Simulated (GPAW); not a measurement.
# AlRu (Pm-3m) in GPAW: notebook

The runs below take AlRu through relaxation of cell and atoms, with PBEsol.

All numbers are computed with GPAW 26.7.0; they aren't measurements. Logs are shortened: lines on timing, memory, paths and dates and some standing lists are left out, and cuts for length are marked. The log counts tension as positive stress, the text compression.

### 1 The crystal as given

The structure is cubic, space group Pm-3m (No. 221). The conventional cell has a = 2.992 Å, b = 2.992 Å, c = 2.992 Å, α = 90.00°, β = 90.00°, γ = 90.00°. Ru (site symmetry m-3m) has 8 Al at 2.59 Å as nearest neighbours. Al (site symmetry m-3m) has 8 Ru at 2.59 Å as nearest neighbours.

### 2 Relaxation of cell and atoms, PBEsol

File run.py:

```python
from ase import Atoms
from ase.filters import FrechetCellFilter
from ase.io import write
from ase.optimize import BFGS
from gpaw import GPAW, PW, setup_paths

setup_paths.insert(0, '.')

atoms = Atoms(['Ru', 'Al'],
              cell=[[2.9916, 0.0, 0.0],
                    [0.0, 2.9916, 0.0],
                    [0.0, 0.0, 2.9916]],
              scaled_positions=[[0.5, 0.5, 0.5],
                                [0.0, 0.0, 0.0]],
              pbc=True)

calc = GPAW(mode=PW(600),
            xc='PBEsol',
            kpts={'size': (9, 9, 9), 'gamma': True},
            occupations={'name': 'fermi-dirac', 'width': 0.05},
            nbands=20,
            convergence={'density': 1e-05, 'forces': 0.0001},
            maxiter=150,
            txt='gpaw.txt')
atoms.calc = calc
opt = BFGS(FrechetCellFilter(atoms), trajectory='relax.traj', logfile='-')
done = opt.run(fmax=0.02, steps=60)
calc.write('gs.gpw')
write('result.traj', atoms)
print('Converged:', done)
print('Cell:', atoms.cell.cellpar().round(4))
print('Volume:', round(atoms.get_volume(), 4))
print(atoms.get_scaled_positions().round(5))
```

Potentials or basis: PAW data sets generated in the run's folder for this functional, pw.

The run is started by

```
gpaw-setup -f PBEsol Al Ru
OMP_NUM_THREADS=1 python run.py
```

gpaw.txt:

```text
__  _  _
 | _ |_)|_||  |
 |__||  | ||/\| - 26.7.0

Input parameters:
  mode=PW(ecut=600.0),
  convergence={'density': 1e-05, 'forces': 0.0001},
  kpts=MonkhorstPack(size=(9, 9, 9), gamma=True),
  maxiter=150,
  nbands=20,
  occupations=Occupations(name='fermi-dirac', width=0.05),
  xc=XC(name='PBEsol')

Diagonalizing LCAO Hamiltonian
Converting LCAO to pw mode
   .------.
  /|      |
 * |      |
 | |  Ru  |
 | .------.
 |/      /
 Al-----*

Atoms  # Å, Bohr magnetons
|   | symbol |        x |        y |        z |    initial magnetic moments |
|---|--------|----------|----------|----------|-----------------------------|
| 0 |     Ru | 1.495800 | 1.495800 | 1.495800 | ( 0.0000,  0.0000,  0.0000) |
| 1 |     Al | 0.000000 | 0.000000 | 0.000000 | ( 0.0000,  0.0000,  0.0000) |

Unit cell  # Å
| periodic |        x |        y |        z |  lengths |    angles |
|----------|----------|----------|----------|----------|-----------|
|      yes | 2.991600 | 0.000000 | 0.000000 | 2.991600 | 90.000000 |
|      yes | 0.000000 | 2.991600 | 0.000000 | 2.991600 | 90.000000 |
|      yes | 0.000000 | 0.000000 | 2.991600 | 2.991600 | 90.000000 |

Number of symmetries: 48
Symmetry operations  # r_c * U_cc + t_c -> r_c
|    | kind |            matrix            |
|----|------|------------------------------|
|  0 |  E   |  1, 0, 0,  0, 1, 0,  0, 0, 1 |
|  1 |  σ   |  1, 0, 0,  0, 1, 0,  0, 0,-1 |
|  2 |  σ   |  1, 0, 0,  0, 0, 1,  0, 1, 0 |
|  3 |  C4  |  1, 0, 0,  0, 0, 1,  0,-1, 0 |
|  4 |  C4  |  1, 0, 0,  0, 0,-1,  0, 1, 0 |
|  5 |  σ   |  1, 0, 0,  0, 0,-1,  0,-1, 0 |
|  6 |  σ   |  1, 0, 0,  0,-1, 0,  0, 0, 1 |
|  7 |  C2  |  1, 0, 0,  0,-1, 0,  0, 0,-1 |
|  8 |  σ   |  0, 1, 0,  1, 0, 0,  0, 0, 1 |
[... 227 lines left out ...]
No gap
No difference between direct/indirect transitions

Stress tensor  # eV/Ang^3
|         x |         y |        z |
|-----------|-----------|----------|
|  0.016057 | -0.000000 | 0.000000 |
| -0.000000 |  0.016057 | 0.000000 |
|  0.000000 |  0.000000 | 0.016057 |

Forces  # eV/Ang
|        x |        y |        z |
|----------|----------|----------|
|  0.00000 |  0.00000 | -0.00000 |  # Ru   0
| -0.00000 | -0.00000 | -0.00000 |  # Al   1

Interpolating wave functions to new cell

           Ru

       Al

Atoms  # Å, Bohr magnetons
|   | symbol |         x |         y |         z |    initial magnetic moments |
|---|--------|-----------|-----------|-----------|-----------------------------|
| 0 |     Ru |  1.493505 |  1.493505 |  1.493505 | ( 0.0000,  0.0000,  0.0000) |
| 1 |     Al | -0.000000 | -0.000000 | -0.000000 | ( 0.0000,  0.0000,  0.0000) |

Unit cell  # Å
| periodic |        x |        y |        z |  lengths |    angles |
|----------|----------|----------|----------|----------|-----------|
|      yes | 2.987010 | 0.000000 | 0.000000 | 2.987010 | 90.000000 |
|      yes | 0.000000 | 2.987010 | 0.000000 | 2.987010 | 90.000000 |
|      yes | 0.000000 | 0.000000 | 2.987010 | 2.987010 | 90.000000 |

Number of symmetries: 48
Symmetry operations  # r_c * U_cc + t_c -> r_c
|    | kind |            matrix            |
|----|------|------------------------------|
|  0 |  E   |  1, 0, 0,  0, 1, 0,  0, 0, 1 |
|  1 |  σ   |  1, 0, 0,  0, 1, 0,  0, 0,-1 |
|  2 |  σ   |  1, 0, 0,  0, 0, 1,  0, 1, 0 |
|  3 |  C4  |  1, 0, 0,  0, 0, 1,  0,-1, 0 |
|  4 |  C4  |  1, 0, 0,  0, 0,-1,  0, 1, 0 |
|  5 |  σ   |  1, 0, 0,  0, 0,-1,  0,-1, 0 |
|  6 |  σ   |  1, 0, 0,  0,-1, 0,  0, 0, 1 |
|  7 |  C2  |  1, 0, 0,  0,-1, 0,  0, 0,-1 |
|  8 |  σ   |  0, 1, 0,  1, 0, 0,  0, 0, 1 |
[... 225 lines left out ...]
No gap
No difference between direct/indirect transitions

Stress tensor  # eV/Ang^3
|        x |        y |        z |
|----------|----------|----------|
| 0.010036 | 0.000000 | 0.000000 |
| 0.000000 | 0.010036 | 0.000000 |
| 0.000000 | 0.000000 | 0.010036 |

Forces  # eV/Ang
|       x |       y |       z |
|---------|---------|---------|
| 0.00000 | 0.00000 | 0.00000 |  # Ru   0
| 0.00000 | 0.00000 | 0.00000 |  # Al   1

Interpolating wave functions to new cell

           Ru

       Al

Atoms  # Å, Bohr magnetons
|   | symbol |        x |         y |        z |    initial magnetic moments |
|---|--------|----------|-----------|----------|-----------------------------|
| 0 |     Ru | 1.489734 |  1.489734 | 1.489734 | ( 0.0000,  0.0000,  0.0000) |
| 1 |     Al | 0.000000 | -0.000000 | 0.000000 | ( 0.0000,  0.0000,  0.0000) |

Unit cell  # Å
| periodic |        x |         y |         z |  lengths |    angles |
|----------|----------|-----------|-----------|----------|-----------|
|      yes | 2.979468 |  0.000000 | -0.000000 | 2.979468 | 90.000000 |
|      yes | 0.000000 |  2.979468 |  0.000000 | 2.979468 | 90.000000 |
|      yes | 0.000000 | -0.000000 |  2.979468 | 2.979468 | 90.000000 |

Number of symmetries: 48
Symmetry operations  # r_c * U_cc + t_c -> r_c
|    | kind |            matrix            |
|----|------|------------------------------|
|  0 |  E   |  1, 0, 0,  0, 1, 0,  0, 0, 1 |
|  1 |  σ   |  1, 0, 0,  0, 1, 0,  0, 0,-1 |
|  2 |  σ   |  1, 0, 0,  0, 0, 1,  0, 1, 0 |
|  3 |  C4  |  1, 0, 0,  0, 0, 1,  0,-1, 0 |
|  4 |  C4  |  1, 0, 0,  0, 0,-1,  0, 1, 0 |
|  5 |  σ   |  1, 0, 0,  0, 0,-1,  0,-1, 0 |
|  6 |  σ   |  1, 0, 0,  0,-1, 0,  0, 0, 1 |
|  7 |  C2  |  1, 0, 0,  0,-1, 0,  0, 0,-1 |
|  8 |  σ   |  0, 1, 0,  1, 0, 0,  0, 0, 1 |
[... 225 lines left out ...]
No gap
No difference between direct/indirect transitions

Stress tensor  # eV/Ang^3
|         x |         y |         z |
|-----------|-----------|-----------|
| -0.000161 | -0.000000 |  0.000000 |
| -0.000000 | -0.000161 |  0.000000 |
|  0.000000 |  0.000000 | -0.000161 |

Forces  # eV/Ang
|       x |        y |       z |
|---------|----------|---------|
| 0.00000 | -0.00000 | 0.00000 |  # Ru   0
| 0.00000 |  0.00000 | 0.00000 |  # Al   1

# Writing to gs.gpw (mode='')
```

Wall time 33 s (1 thread of Arm Neoverse V2, shared host); peak memory 0.17 GiB.

Results:

| Quantity | Value |
| --- | --- |
| Free energy | -15.7077 eV |
| Relaxed volume | 13.22 Å³/atom |
| Relaxed cell | a = 2.979 Å, b = 2.979 Å, c = 2.979 Å, α = 90.00°, β = 90.00°, γ = 90.00° |
| Space group after relaxing (to 0.05 Å) | Pm-3m (No. 221) |
| Energy gained by relaxing | 1.2 meV/atom |
| Ionic steps | 3 |
| Pressure after relaxing | 0.0 GPa |
| Band gap on the k mesh | none (metal or under the smearing width) |

Step by step:
```
step  energy change (eV)  largest force (eV/Å)  pressure (GPa)  volume (Å³)
   1              0.0000                0.0000           -2.57        26.77
   2             -0.0015                0.0000           -1.61        26.65
   3             -0.0024                0.0000            0.03        26.45
```

Final structure:
```
Ru Al
1.0
     2.97947    0.00000    0.00000
     0.00000    2.97947    0.00000
     0.00000    0.00000    2.97947
Ru Al
1 1
Direct
  0.50000 0.50000 0.50000
  0.00000 0.00000 0.00000
```

Caveat: later steps reuse the first step's grids.

### 3 Relaxation of cell and atoms, PBEsol, target pressure 2 GPa, at which the enthalpy is minimised

Changes to run.py since step 2:

```diff
@@ -4,2 +4,3 @@
 from ase.optimize import BFGS
+from ase.units import GPa
 from gpaw import GPAW, PW, setup_paths
@@ -25,3 +26,3 @@
 atoms.calc = calc
-opt = BFGS(FrechetCellFilter(atoms), trajectory='relax.traj', logfile='-')
+opt = BFGS(FrechetCellFilter(atoms, scalar_pressure=2 * GPa), trajectory='relax.traj', logfile='-')
 done = opt.run(fmax=0.02, steps=60)
```

Potentials or basis: PAW data sets generated in the run's folder for this functional, pw.

The run is started by

```
gpaw-setup -f PBEsol Al Ru
OMP_NUM_THREADS=1 python run.py
```

It took 34 s on 1 thread of Arm Neoverse V2, shared host; peak memory 0.17 GiB.

It converged, with:

- Free energy: -15.7059 eV
- Relaxed volume: 13.10 Å³/atom
- Relaxed cell: a = 2.970 Å, b = 2.970 Å, c = 2.970 Å, α = 90.00°, β = 90.00°, γ = 90.00°
- Space group after relaxing (to 0.05 Å): Pm-3m (No. 221)
- Energy change on relaxing (the enthalpy is what falls): -0.3 meV/atom
- Ionic steps: 3
- Pressure after relaxing: 2.1 GPa
- Band gap on the k mesh: none (metal or under the smearing width)

Step by step:
```tsv
step	energy change (eV)	largest force (eV/Å)	pressure (GPa)	volume (Å³)
1	0.0000	0.0000	-2.57	26.77
2	-0.0022	0.0000	-0.84	26.56
3	-0.0007	0.0000	2.08	26.21
```

Final structure:
```
CELL_PARAMETERS angstrom
2.97038 0.00000 0.00000
0.00000 2.97038 0.00000
0.00000 0.00000 2.97038
ATOMIC_POSITIONS crystal
Ru 0.50000 0.50000 0.50000
Al 0.00000 0.00000 0.00000
```

Levels at points of the mesh, in eV from the Fermi level:
| k point | band 7 | band 8 | band 9 | band 10 | band 11 | band 12 | band 13 | band 14 |
| --- | --- | --- | --- | --- | --- | --- | --- | --- |
| (0.00, 0.00, 0.00) | -3.62 | 0.25 | 0.25 | 0.25 | 6.26 | 6.26 | 6.26 | 11.16 |

Caveat: later steps reuse the first step's grids.

### 4 Relaxation of cell and atoms, PBEsol, target pressure 5 GPa, at which the enthalpy is minimised

Changes to run.py since step 3:

```diff
@@ -26,3 +26,3 @@
 atoms.calc = calc
-opt = BFGS(FrechetCellFilter(atoms, scalar_pressure=2 * GPa), trajectory='relax.traj', logfile='-')
+opt = BFGS(FrechetCellFilter(atoms, scalar_pressure=5 * GPa), trajectory='relax.traj', logfile='-')
 done = opt.run(fmax=0.02, steps=60)
```

The run is started by

```
gpaw-setup -f PBEsol Al Ru
OMP_NUM_THREADS=1 python run.py
```

Run time: 34 s. Hardware: 1 thread of Arm Neoverse V2, shared host; peak memory 0.16 GiB.

Results (log left out):

```yaml
Free_energy: -15.6977 eV
Relaxed_volume: 12.93 Å³/atom
Relaxed_cell: a = 2.957 Å, b = 2.957 Å, c = 2.957 Å, α = 90.00°, β = 90.00°, γ = 90.00°
Space_group_after_relaxing_to_0.05_Å: Pm-3m (No. 221)
Energy_change_on_relaxing_the_enthalpy_is_what_falls: +3.7 meV/atom
Ionic_steps: 3
Pressure_after_relaxing: 5.2 GPa
Band_gap_on_the_k_mesh: none (metal or under the smearing width)
```

The path:
```tsv
step	energy change (eV)	largest force (eV/Å)	pressure (GPa)	volume (Å³)
1	0.0000	0.0000	-2.57	26.77
2	-0.0023	0.0000	0.33	26.41
3	0.0074	0.0000	5.20	25.86
```

Final structure:
```cif
data_structure
_symmetry_space_group_name_H-M 'P 1'
_symmetry_Int_Tables_number 1
_cell_length_a 2.9572
_cell_length_b 2.9572
_cell_length_c 2.9572
_cell_angle_alpha 90.000
_cell_angle_beta 90.000
_cell_angle_gamma 90.000
_cell_volume 25.86
loop_
_atom_site_label
_atom_site_type_symbol
_atom_site_fract_x
_atom_site_fract_y
_atom_site_fract_z
_atom_site_occupancy
Ru1 Ru 0.50000 0.50000 0.50000 1
Al1 Al 0.00000 0.00000 0.00000 1
```

Levels at points of the mesh, in eV from the Fermi level:
| k point | band 8 | band 9 | band 10 | band 11 | band 12 | band 13 |
| --- | --- | --- | --- | --- | --- | --- |
| (0.00, 0.00, 0.00) | 0.26 | 0.26 | 0.26 | 6.33 | 6.33 | 6.33 |

Caveat: later steps reuse the first step's grids.

### 5 The runs side by side

```csv
cell,target pressure,gap on the mesh (eV),pressure (GPa)
relaxed,-,none,0.0
relaxed to 2 GPa,2 GPa,none,2.1
relaxed to 5 GPa,5 GPa,none,5.2
```

Alike in all rows: task relaxation of cell and atoms; level PBEsol; potentials or basis PAW data sets generated in the run's folder for this functional, pw; no spin polarisation; k mesh 9 × 9 × 9; cutoff (eV) 600; smearing fermi-dirac 0.05 eV.

Caveats: later steps reuse the first step's grids.

Total energies depend on the potentials used, so only differences within one code and one set of settings carry meaning.
